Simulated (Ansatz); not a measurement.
# WSe2: the cost of one run

Method: DFT PBE, scalar-relativistic, plane waves, PAW, in Ansatz 0.2.0.

## 1. The system as given

It takes space group P-6m2 (No. 187, hexagonal). The conventional cell has a = 3.318 Å, b = 3.318 Å, c = 16.658 Å, α = 90.00°, β = 90.00°, γ = 120.00°. W (site symmetry -6m2) has 6 Se at 2.54 Å in its first shell of neighbours. Se (site symmetry 3m) is surrounded by 3 W at 2.54 Å.

Coordinates:

```cif
data_structure
_symmetry_space_group_name_H-M 'P-6m2'
_symmetry_Int_Tables_number 187
_cell_length_a 3.3179
_cell_length_b 3.3179
_cell_length_c 16.6581
_cell_angle_alpha 90.000
_cell_angle_beta 90.000
_cell_angle_gamma 120.000
_cell_volume 158.82
loop_
_atom_site_label
_atom_site_type_symbol
_atom_site_symmetry_multiplicity
_atom_site_Wyckoff_symbol
_atom_site_fract_x
_atom_site_fract_y
_atom_site_fract_z
_atom_site_occupancy
W1 W 1 a 0.00000 0.00000 0.00000 1
Se1 Se 2 i 0.66667 0.33333 0.09979 1
```

The runs take a perfect supercell of 48 atoms; the defect goes to fractional position (0.500, 0.000, 0.000).

## 2. The perfect supercell

input.yaml

```yaml
crystal:
  lattice:
    - [-6.635875, 11.493672, 1.0e-06]
    - [6.635876, 11.493672, 2.0e-06]
    - [1.658969, 2.873418, -16.658142]
  atoms:
    - { symbol: W, position: [0.5, 0.0, 0.0] }
    - { symbol: W, position: [0.5, 0.25, 0.0] }
    - { symbol: W, position: [0.75, 0.0, 0.0] }
    - { symbol: W, position: [0.0, 0.0, 0.0] }
    - { symbol: W, position: [0.0, 0.25, 0.0] }
    - { symbol: W, position: [0.0, 0.5, 0.0] }
    - { symbol: W, position: [0.0, 0.75, 0.0] }
    - { symbol: W, position: [0.25, 0.0, 0.0] }
    - { symbol: W, position: [0.25, 0.25, 0.0] }
    - { symbol: W, position: [0.25, 0.5, 0.0] }
    - { symbol: W, position: [0.5, 0.5, 0.0] }
    - { symbol: W, position: [0.5, 0.75, 0.0] }
    - { symbol: W, position: [0.75, 0.25, 0.0] }
    - { symbol: W, position: [0.75, 0.5, 0.0] }
    - { symbol: W, position: [0.75, 0.75, 0.0] }
    - { symbol: W, position: [0.25, 0.75, 0.0] }
    - { symbol: Se, position: [0.833333, 0.10828, 0.900214] }
    - { symbol: Se, position: [0.333333, 0.10828, 0.900214] }
    - { symbol: Se, position: [0.333333, 0.35828, 0.900214] }
    - { symbol: Se, position: [0.333333, 0.60828, 0.900214] }
    - { symbol: Se, position: [0.583333, 0.10828, 0.900214] }
    - { symbol: Se, position: [0.583333, 0.35828, 0.900214] }
    - { symbol: Se, position: [0.833333, 0.35828, 0.900214] }
    - { symbol: Se, position: [0.833333, 0.60828, 0.900214] }
    - { symbol: Se, position: [0.833333, 0.85828, 0.900214] }
    - { symbol: Se, position: [0.083333, 0.10828, 0.900214] }
    - { symbol: Se, position: [0.083333, 0.35828, 0.900214] }
    - { symbol: Se, position: [0.083333, 0.60828, 0.900214] }
    - { symbol: Se, position: [0.083333, 0.85828, 0.900214] }
    - { symbol: Se, position: [0.333333, 0.85828, 0.900214] }
    - { symbol: Se, position: [0.583333, 0.60828, 0.900214] }
    - { symbol: Se, position: [0.583333, 0.85828, 0.900214] }
    - { symbol: Se, position: [0.833333, 0.058387, 0.099786] }
    - { symbol: Se, position: [0.333333, 0.058387, 0.099786] }
    - { symbol: Se, position: [0.333333, 0.308387, 0.099786] }
    - { symbol: Se, position: [0.333333, 0.558387, 0.099786] }
    - { symbol: Se, position: [0.583333, 0.058387, 0.099786] }
    - { symbol: Se, position: [0.583333, 0.308387, 0.099786] }
    - { symbol: Se, position: [0.833333, 0.308387, 0.099786] }
    - { symbol: Se, position: [0.833333, 0.558387, 0.099786] }
    - { symbol: Se, position: [0.833333, 0.808387, 0.099786] }
    - { symbol: Se, position: [0.083333, 0.058387, 0.099786] }
    - { symbol: Se, position: [0.083333, 0.308387, 0.099786] }
    - { symbol: Se, position: [0.083333, 0.558387, 0.099786] }
    - { symbol: Se, position: [0.083333, 0.808387, 0.099786] }
    - { symbol: Se, position: [0.333333, 0.808387, 0.099786] }
    - { symbol: Se, position: [0.583333, 0.558387, 0.099786] }
    - { symbol: Se, position: [0.583333, 0.808387, 0.099786] }
basis:
  ecutwfc: 420
  fft_grid_basis: typed
kpoints:
  mp_grid: { grid: [1, 1, 1] }
hamiltonian:
  xc: pbe
  pseudopotentials: { kind: paw }
scf:
  occupations: { method: gaussian, width: 0.05 }
output:
  forces: true
  stress: false
  eigenvalues: true
  bader: false
  write_density: true
  volumetric_format: npy
```

Run with:

```sh
> ansatz run input.yaml --threads 8 --pin off --max-ram 16384MiB --backend cpu --events-out ev --progress --plain --runs-dir out
```

**Question.** How long does this run take on 8 threads of Intel Xeon 6975P-C (Granite Rapids), shared host, and how much memory does it need?

About 6.8 s, with a peak of 3.3 GiB.
